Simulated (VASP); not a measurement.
Set up this calculation in VASP 6.6.1, as the native input.

| Item | Value |
| --- | --- |
| Task | single point |
| Functional | SCAN |
| Potentials or basis | VASP PAW PBE potentials, release 64 (Mo_sv, S) |
| Cutoff | 520 eV |
| k mesh | 8 × 8 × 2 |
| Occupations | fermi-dirac, width 0.05 eV |
| Spin | no spin polarisation |
| Further INCAR settings | ALGO = Normal; EDIFF = 1e-07 |

The structure of MoS2 lies in POSCAR:

```
MoS2
1.0
    3.1610000000      0.0000000000      0.0000000000
   -1.5805000000      2.7375063014      0.0000000000
    0.0000000000      0.0000000000     11.6802500000
Mo S
2 4
Direct
    0.3333333333      0.6666666667      0.2500000000
    0.6666666667      0.3333333333      0.7500000000
    0.6666666667      0.3333333333      0.3839868582
    0.6666666667      0.3333333333      0.1160131418
    0.3333333333      0.6666666667      0.8839868582
    0.3333333333      0.6666666667      0.6160131418
```

The cell was built by a generator and needn't be a form met in nature.

The input as run:

INCAR

```
SYSTEM = MoS2
  PREC = Accurate
  ENCUT = 520
  EDIFF = 1E-7
  ISMEAR = -1
  SIGMA = 0.05
  LREAL = .False.
  LASPH = .True.
  NELM = 60
  ALGO = Normal
  ISIF = 2
  LWAVE = .False.
  LCHARG = .True.
  METAGGA = SCAN
  LMIXTAU = .True.
  LELF = .True.
  LVHAR = .True.
```

KPOINTS

```
regular mesh
0
Gamma
  8 8 2
  0 0 0
```

Potentials or basis: VASP PAW PBE potentials, release 64 (Mo_sv, S).

Run with:

```bash
$ cat potpaw_PBE.64/Mo_sv/POTCAR potpaw_PBE.64/S/POTCAR > POTCAR
$ mpirun -np 1 vasp_std > vasp.out
```

Results of the run:

```
Pressure               : 1.8 GPa
Largest force          : 0.486 eV/Å
Band gap on the k mesh : 0.79 eV, indirect (least direct gap 2.03 eV)
```

Caveat: the PAW data sets were made with another functional, which shifts forces and pressure a little.

Wall time 16 min on 1 thread of AMD EPYC 7R43 64-Core Processor (Zen 3), with other jobs on the host, peak memory 0.2 GiB.
